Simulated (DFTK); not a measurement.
# Au (Fm-3m) in DFTK: reference runs

How does Au come out in PBEsol? The cell is run as given and disturbed.

Program: DFTK 0.8.2. These are calculated values, not measurements. Logs are shortened: lines on timing, memory, paths and dates and some standing lists are left out, and cuts for length are marked.

## 1. The structure

The structure is cubic, space group Fm-3m (No. 225). The conventional cell has a = 4.070 Å, b = 4.070 Å, c = 4.070 Å, α = 90.00°, β = 90.00°, γ = 90.00°. Au (site symmetry m-3m) has 12 Au at 2.88 Å as nearest neighbours.

## 2. Single point, PBEsol (cell strained at random at fixed volume)

Input file run.jl:

```julia
using DFTK
using PseudoPotentialData
using Unitful, UnitfulAtomic
using LinearAlgebra, Printf
include("save.jl")
disable_threading()

# lattice vectors are the columns
lattice = austrip(1u"Å") * [      0.059518       2.062843       2.074132;
                 2.032784       0.030146       2.073445;
                 2.023902       2.053275       0.018857]
symbols   = [:Au]
positions = [[-0.001896, -0.004175, 0.01853]]
pseudopotentials = PseudoFamily("dojo.nc.sr.pbesol.v0_4_1.standard.upf")
elements = Dict(s => ElementPsp(s, pseudopotentials) for s in unique(symbols))
atoms    = [elements[s] for s in symbols]

build_model(lattice, positions; symmetries=true) =
    model_DFT(lattice, atoms, positions;
              functionals=PBEsol(),
              temperature=austrip(0.05u"eV"),
              smearing=Smearing.FermiDirac(),
              symmetries)
Ecut  = 38.0  # hartree
kgrid = [11, 11, 11]
tol   = 1e-6
to_GPa = ustrip(uconvert(u"GPa", 1u"hartree/bohr^3"))

model = build_model(lattice, positions)
basis = PlaneWaveBasis(model; Ecut, kgrid)
display(basis)
scfres = self_consistent_field(basis;
                               tol,
                               nbandsalg=AdaptiveBands(model; n_bands_converge=14))
display(scfres.energies)
@printf "Fermi level: %.6f eV\n" ustrip(auconvert(u"eV", something(scfres.εF, NaN)))
forces = compute_forces_cart(scfres)
println("Forces (eV/Å)")
for (s, f) in zip(symbols, forces)
    @printf "%-3s %12.6f %12.6f %12.6f\n" s ustrip.(auconvert.(u"eV/Å", f))...
end
stress = compute_stresses_cart(scfres)
println("Stress (GPa)")
display(round.(stress * to_GPa; digits=4))
println("Levels at the first k-point (eV): ", round.(ustrip.(auconvert.(u"eV", scfres.eigenvalues[1][1:scfres.n_bands_converge])); digits=4))
save_scf!(scfres; forces, stress)
```

Potentials or basis: dojo.nc.sr.pbesol.v0_4_1.standard.upf (PBEsol).

Started as:

```sh
$ julia --threads=1 run.jl  # save.jl only writes the numbers to a file and isn't shown; printed stress counts tension as positive; times include loading and compiling
```

What it wrote:

```text
PlaneWaveBasis discretization:

    Ecut                 : 38.0 Ha
    fft_size             : (36, 36, 36), 46656 total points
    kgrid                : MonkhorstPack([11, 11, 11])
    num.   red. kpoints  : 1331
    num. irred. kpoints  : 1331

    Discretized Model(gga_x_pbe_sol+gga_c_pbe_sol, 3D):
        lattice (in Bohr)    : [0.112473  , 3.89821   , 3.91954   ]
                               [3.84141   , 0.0569677 , 3.91824   ]
                               [3.82462   , 3.88013   , 0.0356346 ]
        unit cell volume     : 113.74 Bohr³

        atoms                : Au
        pseudopot. family    : PseudoFamily("dojo.nc.sr.pbesol.v0_4_1.standard.upf")

        num. electrons       : 19
        spin polarization    : none
        temperature          : 0.0018375 Ha
        smearing             : DFTK.Smearing.FermiDirac()

        terms                : Kinetic()
                               AtomicLocal()
                               AtomicNonlocal()
                               Ewald(nothing)
                               PspCorrection()
                               Hartree()
                               Xc(gga_x_pbe_sol, gga_c_pbe_sol)
                               Entropy()
n     Energy            log10(ΔE)   log10(Δρ)   Diag   Δtime
---   ---------------   ---------   ---------   ----   ------
  1   -147.4040125027                   -0.90    3.8    96.9s
  2   -147.4208320293       -1.77       -1.47    1.0    51.4s
  3   -147.4223514988       -2.82       -2.30    2.1    52.2s
  4   -147.4223711771       -4.71       -2.81    2.0    48.3s
  5   -147.4223723381       -5.94       -3.71    2.1    49.5s
  6   -147.4223723754       -7.43       -4.04    2.7    54.1s
  7   -147.4223723825       -8.15       -4.73    1.5    41.0s
  8   -147.4223723828       -9.50       -5.67    2.5    51.9s
  9   -147.4223723828      -11.09       -6.31    2.9    58.5s
Energy breakdown (in Ha):
    Kinetic             42.5263077
    AtomicLocal         -90.8182871
    AtomicNonlocal      2.3973115
    Ewald               -107.5797952
    PspCorrection       5.3820748
    Hartree             25.8061371
    Xc                  -25.1360489
    Entropy             -0.0000722

    total               -147.422372382775
Fermi level: 13.082811 eV
Forces (eV/Å)
Au      0.000000    -0.000000     0.000000
Stress (GPa)
3×3 StaticArraysCore.SMatrix{3, 3, Float64, 9} with indices SOneTo(3)×SOneTo(3):
 -1.5591   1.9717   1.4388
  1.9717  -1.4035  -0.2272
  1.4388  -0.2272  -1.3669
Levels at the first k-point (eV): [-92.5938, -43.796, -43.792, -43.7871, 3.0441, 8.1591, 8.319, 8.57, 9.9164, 9.9662, 27.4719, 30.9311, 31.5278, 32.3031]
```

It took 15 min on 1 thread of Intel Xeon 6975P-C (Granite Rapids), shared host; peak memory 5.7 GiB.

Results:

* Free energy: -4011.5671 eV
* Pressure: 1.4 GPa
* Band gap on the k mesh: none (metal or under the smearing width)

Spin-orbit coupling is left out, which matters for the levels of Au.

## 3. Single point, PBEsol

run.jl, as its differences from that of step 2:

```diff
@@ -8,7 +8,7 @@
 # lattice vectors are the columns
-lattice = austrip(1u"Å") * [      0.059518       2.062843       2.074132;
-                 2.032784       0.030146       2.073445;
-                 2.023902       2.053275       0.018857]
+lattice = austrip(1u"Å") * [           0.0          2.035          2.035;
+                    2.035            0.0          2.035;
+                    2.035          2.035            0.0]
 symbols   = [:Au]
-positions = [[-0.001896, -0.004175, 0.01853]]
+positions = [[0.0, 0.0, 0.0]]
 pseudopotentials = PseudoFamily("dojo.nc.sr.pbesol.v0_4_1.standard.upf")
```

Potentials or basis: dojo.nc.sr.pbesol.v0_4_1.standard.upf (PBEsol).

Started as:

```sh
$ julia --threads=1 run.jl  # save.jl only writes the numbers to a file and isn't shown; printed stress counts tension as positive; times include loading and compiling
```

What it wrote:

```text
PlaneWaveBasis discretization:

    Ecut                 : 38.0 Ha
    fft_size             : (36, 36, 36), 46656 total points
    kgrid                : MonkhorstPack([11, 11, 11])
    num.   red. kpoints  : 1331
    num. irred. kpoints  : 56

    Discretized Model(gga_x_pbe_sol+gga_c_pbe_sol, 3D):
        lattice (in Bohr)    : [0         , 3.84559   , 3.84559   ]
                               [3.84559   , 0         , 3.84559   ]
                               [3.84559   , 3.84559   , 0         ]
        unit cell volume     : 113.74 Bohr³

        atoms                : Au
        pseudopot. family    : PseudoFamily("dojo.nc.sr.pbesol.v0_4_1.standard.upf")

        num. electrons       : 19
        spin polarization    : none
        temperature          : 0.0018375 Ha
        smearing             : DFTK.Smearing.FermiDirac()

        terms                : Kinetic()
                               AtomicLocal()
                               AtomicNonlocal()
                               Ewald(nothing)
                               PspCorrection()
                               Hartree()
                               Xc(gga_x_pbe_sol, gga_c_pbe_sol)
                               Entropy()
n     Energy            log10(ΔE)   log10(Δρ)   Diag   Δtime
---   ---------------   ---------   ---------   ----   ------
  1   -147.4043704732                   -0.90    4.4    6.42s
  2   -147.4210564392       -1.78       -1.47    1.0    3.60s
  3   -147.4225618781       -2.82       -2.31    2.1    3.22s
  4   -147.4225794668       -4.75       -2.82    2.1    3.57s
  5   -147.4225805418       -5.97       -3.70    2.1    3.84s
  6   -147.4225805809       -7.41       -4.07    2.6    3.95s
  7   -147.4225805871       -8.21       -4.74    1.7    3.41s
  8   -147.4225805874       -9.53       -5.52    2.4    3.87s
  9   -147.4225805874      -11.03       -6.13    2.6    3.95s
Energy breakdown (in Ha):
    Kinetic             42.5261255
    AtomicLocal         -90.7819830
    AtomicNonlocal      2.3971152
    Ewald               -107.5994881
    PspCorrection       5.3820748
    Hartree             25.7894805
    Xc                  -25.1358499
    Entropy             -0.0000556

    total               -147.422580587423
Fermi level: 13.094685 eV
Forces (eV/Å)
Au     -0.000000     0.000000    -0.000000
Stress (GPa)
3×3 StaticArraysCore.SMatrix{3, 3, Float64, 9} with indices SOneTo(3)×SOneTo(3):
 -1.2417  -0.0      0.0
  0.0     -1.2417   0.0
  0.0      0.0     -1.2417
Levels at the first k-point (eV): [-92.5892, -43.788, -43.788, -43.788, 3.0458, 8.3634, 8.3634, 8.3634, 9.9266, 9.9266, 27.5125, 31.5629, 31.5629, 31.5629]
```

It took 80 s on 1 thread of Intel Xeon Platinum 8375C at 2.90GHz (Ice Lake), shared host; peak memory 1.6 GiB.

What came out:

```
Free energy            : -4011.5728 eV
Pressure               : 1.2 GPa
Band gap on the k mesh : none (metal or under the smearing width)
```
